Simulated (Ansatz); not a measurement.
# HfS2: the cost of one run

Computed with Ansatz 0.2.0 (DFT PBE+D3(BJ), scalar-relativistic, plane waves, PAW, unless a step's input says otherwise).

17 further runs of the same task are left out: 17 set aside as unsound or not needed. Runs told in other sessions of the task aren't counted.

## Step 1: The starting structure

The structure is trigonal, space group P-3m1 (No. 164). The conventional cell has a = 3.401 Å, b = 3.401 Å, c = 31.825 Å, α = 90.00°, β = 90.00°, γ = 120.00°. Around S (site symmetry 3m) lie 3 Hf at 2.51 Å. Hf (site symmetry -3m) has 6 S at 2.51 Å in its first shell of neighbours.

As a file:

```xyz
3
Lattice="3.4010 0.0000 0.0000 -1.7005 2.9454 0.0000 0.0000 0.0000 31.8247" Properties=species:S:1:pos:R:3 pbc="T T T"
S     1.7005    0.9818   14.3434
Hf    0.0000    0.0000   15.9124
S     0.0000    1.9636   17.4814
```

This is the geometry of the first run shown, built on a cell relaxed beforehand with the same method.

## Step 2: The scan

Atoms count from 1 in the order of the input.

The lattice constant and the thickness of a sheet are varied, nothing relaxed.

First coordinate, lattice constant a of the sheet (both vectors scaled alike): 7 values from 3.401 to 3.835 Å. Second coordinate, thickness: height of S3 above S1, all heights scaled alike: 7 values from 2.684 to 3.138 Å.

Nothing else is relaxed. Points are written as (first, second).

## Step 3: Grid point (3.401 Å, 3.138 Å)

The sheet is isolated along c: the input cuts the Coulomb interaction between periodic copies.

input.yaml reads:

```yaml
crystal:
  lattice:
    - [3.401, 0.0, 0.0]
    - [-1.7005, 2.9453523983, 0.0]
    - [0.0, 0.0, 31.8247012176]
  atoms:
    - { symbol: S, position: [0.6666666667, 0.3333333333, 0.450698673] }
    - { symbol: Hf, position: [0.0, 0.0, 0.5] }
    - { symbol: S, position: [0.3333333333, 0.6666666667, 0.549301327] }
  periodic: [true, true, false]
basis:
  ecutwfc: 420
kpoints:
  mp_grid: { grid: [9, 9, 1] }
hamiltonian:
  xc: pbe
  pseudopotentials: { kind: paw, azcp: { folder: soft_1 } }
  dispersion: d3bj
scf:
  occupations: { method: gaussian, width: 0.02 }
output:
  forces: true
  stress: true
  eigenvalues: true
```

Started as:

```
ansatz run input.yaml --threads 1 --pin off --max-ram 3072MiB --backend cpu --events-out ev --progress --plain --runs-dir out
```

What time and memory should one allow on 1 thread of Intel Xeon 6975P-C (Granite Rapids), shared host?

About 4.8 s, with a peak of 0.54 GiB.
